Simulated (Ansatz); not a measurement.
Harmonic frequencies (cm⁻¹) at PBE0-D4/def2-TZVP from Ansatz: 182, 217, 302, 342, 514, 734, 742, 944, 1040, 1134, 1140, 1166, 1180, 1271, 1428, 1440, 1460, 1474, 1481, 1510, 1515, 1550, 2984, 2998, 3073, 3074, 3120, 3121, 3544, 3562.

Each molecule was computed in one conformer, which needn't be the lowest.

Problem. Which molecule is it?
A. `CCNN`
B. `CCNN`
C. `CNNC`
D. `O=C1CCCO1`

Solution. C.
